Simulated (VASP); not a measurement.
Wanted: the native input for a VASP 6.6.1 run.

```
Task                   : relaxation of cell and atoms
Functional             : PBE
Potentials or basis    : VASP PAW PBE potentials, release 64 (Sb)
Cutoff                 : 600 eV
k mesh                 : 12 × 12 × 10
Occupations            : methfessel-paxton, width 0.1 eV
Spin                   : no spin polarisation
Further INCAR settings : ALGO = Normal; EDIFF = 1e-07; IBRION = 2; EDIFFG = -0.005; NSW = 90; ISIF = 3
```

The structure of Sb lies in POSCAR:

```
Sb                                      
1.0
    2.1873236688      1.2628519091      3.8335300450
   -2.1873236688      1.2628519091      3.8335300450
    0.0000000000     -2.5257038182      3.8335300450
  Sb            
     2
Direct
     0.2332985895997322    0.2332985895997322    0.2332985895997322
     0.7667014104002678    0.7667014104002678    0.7667014104002678
```

These files were run (other wordings do the same):

INCAR

```
SYSTEM = Sb
ALGO = Normal
EDIFF = 1E-7
EDIFFG = -0.005
ENCUT = 600
GGA = PE
IBRION = 2
ISIF = 3
ISMEAR = 1
LASPH = .TRUE.
LCHARG = .FALSE.
LREAL = .FALSE.
LWAVE = .FALSE.
NELM = 80
NSW = 90
PREC = Accurate
SIGMA = 0.1
```

KPOINTS

```
k-points
0
G
  12 12 10
  0 0 0
```

Potentials or basis: VASP PAW PBE potentials, release 64 (Sb).

Command:

```sh
$ cat potpaw_PBE.64/Sb/POTCAR > POTCAR
$ mpirun -np 1 vasp_std > vasp.out
```

Results of the run:

```yaml
Pressure_after_relaxing: 0.0 GPa
Band_gap_on_the_k_mesh: none (metal or under the smearing width)
```

Caveat: the relaxation stopped at its first step, so nothing moved.

Run time: 2.4 min on 1 thread of Intel(R) Xeon(R) 6975P-C (Granite Rapids), on a shared host, peak memory 0.43 GiB.
